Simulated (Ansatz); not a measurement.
## PbS (Galena): projected density of states with revPBE

PbS (Galena):

```
Pb S
1.0
     0.00000    3.04282    3.04282
     3.04282    0.00000    3.04282
     3.04282    3.04282    0.00000
Pb S
1 1
Cartesian
  0.0000 0.0000 0.0000
  3.0428 3.0428 3.0428
```

The cell isn't the ideal one: volume scaled by 1.08.

```json
{
 "Program": "Ansatz 0.2.0",
 "Task": "projected density of states",
 "Functional": "revPBE",
 "Potentials or basis": "Ansatz PAW",
 "Cutoff": "420 eV",
 "Density cutoff": "1680 eV",
 "k mesh": "8 × 8 × 8",
 "Occupations": "fixed",
 "Spin": "non-collinear spin, ferromagnetic start",
 "Starting moments": "[[0.354, 0.354, 0.0], [0.0, 0.0, 0.0]] μB",
 "Driver": "chain"
}
```

- Pressure: -0.6 GPa
- Band gap on the k mesh: 0.68 eV, direct
- Net moment: 0.00 μB per cell
- Absolute moment: 0.00 μB per cell

Levels at points of the mesh, in eV from the valence-band top:
```tsv
k point	band 17	band 18	band 19	band 20	band 21	band 22	band 23	band 24
(0.00, 0.00, 0.00)	-1.75	-1.75	-1.75	-1.75	5.09	5.09	5.09	5.09
(0.00, 0.00, -0.50)	-1.41	-1.41	0.00	0.00	0.68	0.68	2.21	2.21
(0.00, -0.50, -0.50)	-2.89	-2.89	-2.89	-2.89	4.33	4.33	5.43	5.43
```

States per cell in windows of 0.5 eV (zero at the valence-band top; states under -8 eV left out):
```csv
from (eV),total,S 3p,Pb 6p,Pb 6s,S 3s,Pb 5d
-8.0,1.08,0.16,0.01,0.85,0.05,0.00
-7.5,0.51,0.06,0.01,0.39,0.06,0.00
-7.0,0.11,0.01,0.00,0.07,0.02,0.00
-6.5,0.02,0.00,0.00,0.02,0.01,0.00
-6.0,0.00,0.00,0.00,0.00,0.00,0.00
-5.5,0.00,0.00,0.00,0.00,0.00,0.00
-5.0,0.00,0.00,0.00,0.00,0.00,0.00
-4.5,0.15,0.08,0.07,0.00,0.00,0.00
-4.0,0.39,0.23,0.15,0.01,0.00,0.00
-3.5,0.63,0.40,0.20,0.01,0.01,0.00
-3.0,1.02,0.71,0.27,0.02,0.01,0.00
-2.5,1.10,0.83,0.22,0.02,0.01,0.00
-2.0,1.20,0.99,0.15,0.03,0.01,0.00
-1.5,0.66,0.50,0.07,0.07,0.01,0.00
-1.0,0.80,0.60,0.06,0.12,0.01,0.00
-0.5,0.07,0.05,0.01,0.01,0.00,0.00
0.0,0.00,0.00,0.00,0.00,0.00,0.00
0.5,0.01,0.00,0.01,0.00,0.00,0.00
1.0,0.17,0.02,0.12,0.00,0.02,0.00
1.5,0.49,0.05,0.35,0.01,0.06,0.00
2.0,0.65,0.07,0.50,0.01,0.05,0.00
2.5,0.77,0.09,0.61,0.01,0.02,0.00
3.0,0.73,0.13,0.55,0.01,0.01,0.00
3.5,0.84,0.18,0.58,0.01,0.01,0.00
4.0,1.48,0.35,0.89,0.00,0.00,0.00
4.5,0.73,0.21,0.44,0.00,0.00,0.00
5.0,0.14,0.05,0.09,0.00,0.00,0.00
5.5,0.00,0.00,0.00,0.00,0.00,0.00
6.0,0.00,0.00,0.00,0.00,0.00,0.00
6.5,0.00,0.00,0.00,0.00,0.00,0.00
7.0,0.00,0.00,0.00,0.00,0.00,0.00
7.5,0.00,0.00,0.00,0.00,0.00,0.00
```

Moments on the atoms (μB; x, y, z):
```
Pb  0.00 0.00 0.00
S   0.00 0.00 0.00
```

It took 17 s on 2 threads of Arm Neoverse V1, on a shared host, peak memory 0.53 GiB.

Caveat: the potentials were made for another functional, which shifts forces and pressure; spin-orbit coupling is left out, which as a rule narrows the gap of such compounds by several tenths of an eV; the starting moments weren't kept. A k mesh can miss the band edges.
